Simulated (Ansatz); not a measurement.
Worked example: ideal-gas entropy of C4H6 (methylenecyclopropane)

A singlet with charge 0, relaxed at PBE0-D4/def2-TZVP (Ansatz 0.2.0):

```xyz
10

C    -1.2465    0.7493   -0.8273
C    -0.2672    0.1609   -0.1773
C     0.5597   -1.0245    0.0145
C     0.7561    0.2337    0.8587
H    -1.7845    0.2371   -1.6179
H    -1.5470    1.7650   -0.5931
H     0.1221   -1.8928    0.4966
H     1.3165   -1.2577   -0.7276
H     1.6426    0.8320    0.6745
H     0.4482    0.1970    1.8988
```

Harmonic wavenumbers in cm⁻¹: 300, 356, 616, 752, 768, 917, 927, 957, 1035, 1075, 1090, 1096, 1150, 1169, 1437, 1440, 1479, 1862, 3128, 3129, 3147, 3202, 3215, 3232.

Masses in u: C 12.011, H 1.008. Take T = 298.15 K, p = 1 bar, R = 8.3145 J/(mol K), kT/hc = 207.22 cm⁻¹, rigid rotor and harmonic oscillator.

Compute the standard molar entropy.


1. Translation (Sackur–Tetrode): S = R[3/2 ln M + 5/2 ln T − 1.1517] with M = 54.092 gives 158.6 J/(mol K).
2. Rotation: principal moments 25.599, 72.836, 91.724 u Å² give A, B, C = 0.6585, 0.2314, 0.1838 cm⁻¹; the symmetry number is σ = 2; q = (√π/σ)√((kT/hc)³/ABC) = 15796; S = R(ln q + 3/2) = 92.9.
3. Vibration: with u = ν̃/207.22, each mode gives R[u/(eᵘ − 1) − ln(1 − e⁻ᵘ)]; the sum is 17.8, most from 300 cm⁻¹ (5.9), 356 cm⁻¹ (4.8), 616 cm⁻¹ (1.8).
4. Electronic: R ln 1 = 0.0, from the spin multiplicity alone.
5. Sum: 158.6 + 92.9 + 17.8 + 0.0 = 269.3 J/(mol K).

No measured value is set beside it here.
